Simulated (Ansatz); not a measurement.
Runs of Ansatz 0.2.0 on Pt. Symmetry: Fm-3m, No. 225, cubic system. Conventional cell: a = 3.922 Å, b = 3.922 Å, c = 3.922 Å, α = 90.00°, β = 90.00°, γ = 90.00°. Pt (site symmetry m-3m) has 12 Pt at 2.77 Å as nearest neighbours. 

| task | level | potentials or basis | spin | cell | k mesh | cutoff (eV) | smearing | basis error allowed | mesh quality | gap on the mesh (eV) | pressure (GPa) | relaxed volume (Å³/atom) |
| --- | --- | --- | --- | --- | --- | --- | --- | --- | --- | --- | --- | --- |
| relaxation of cell and atoms | PBE+D4 | all-electron LAPW, scalar-relativistic | off | relaxed | 12 × 12 × 12 | - | fermi-dirac 0.05 eV | 0.001 eV/atom | not flagged | - | 0.0 | 15.22 |
| band structure | PBEsol | all-electron LAPW, relativistic spinors | SOC, no magnetisation | as given | 9 × 9 × 9 | 270 | fermi-dirac 0.05 eV | 0.001 eV/atom | coarse | - | -0.9 | - |
| elastic constants | LDA | all-electron LAPW, scalar-relativistic | off | as given | 9 × 9 × 9 | 290 | fermi-dirac 0.05 eV | 0.001 eV/atom | coarse | none | -6.6 | - |
| band structure | PBE | all-electron LAPW, scalar-relativistic | off | as given | 12 × 12 × 12 | 270 | fermi-dirac 0.05 eV | 0.001 eV/atom | not flagged | - | 10.2 | - |
| single point | PBE | all-electron LAPW, scalar-relativistic | off | as given | 7 × 7 × 7 | 232 | fermi-dirac 0.03 eV | 0.004 eV/atom | coarse | none | 11.6 | - |
| single point | PBE | all-electron LAPW, scalar-relativistic | off | as given | 8 × 8 × 8 | 240 | fermi-dirac 0.06 eV | 0.003 eV/atom | coarse | none | 9.5 | - |
| single point | PBE | all-electron LAPW, scalar-relativistic | off | as given | 12 × 12 × 12 | 270 | gaussian 0.022 eV | 0.001 eV/atom | not flagged | none | 10.2 | - |
| elastic constants | PBEsol | all-electron LAPW, scalar-relativistic | off | as given | 9 × 9 × 9 | 290 | fermi-dirac 0.05 eV | 0.001 eV/atom | coarse | none | -1.2 | - |
| relaxation of cell and atoms | revPBE | all-electron LAPW, scalar-relativistic | off | relaxed | 12 × 12 × 12 | - | fermi-dirac 0.05 eV | 0.001 eV/atom | not flagged | - | 0.0 | (a) |
| single point | PBE | all-electron LAPW, scalar-relativistic | off | as given | 12 × 12 × 12 | 270 | gaussian 0.014 eV | 0.001 eV/atom | not flagged | none | 10.2 | - |
| band structure | PBE | all-electron LAPW, relativistic spinors | SOC, no magnetisation | as given | 9 × 9 × 9 | 270 | fermi-dirac 0.05 eV | 0.001 eV/atom | coarse | - | 9.9 | - |
| relaxation of cell and atoms | PBEsol+D3(BJ) | all-electron LAPW, scalar-relativistic | off | relaxed | 12 × 12 × 12 | - | fermi-dirac 0.05 eV | 0.001 eV/atom | not flagged | - | 0.0 | (b) |

Problem. Estimate the missing entries.

Solution. (a) 15.84; (b) 14.63.

Caveats: some runs use coarse meshes; the k mesh is thin for a metal, which can move the energy by tens of meV per atom (some runs); a metal's response needs a denser mesh (some runs); elastic constants of metals need much finer meshes, so these are rough (some runs); the cell is more than 3 GPa from zero pressure, which shifts response properties (some runs); spin-orbit coupling is left out, which moves the levels of the heavy elements (some runs).

A k mesh can miss the band edges, and rows without SOC leave out spin-orbit coupling on Pt.

A gap of «none» marks a metal or a gap under the smearing width.
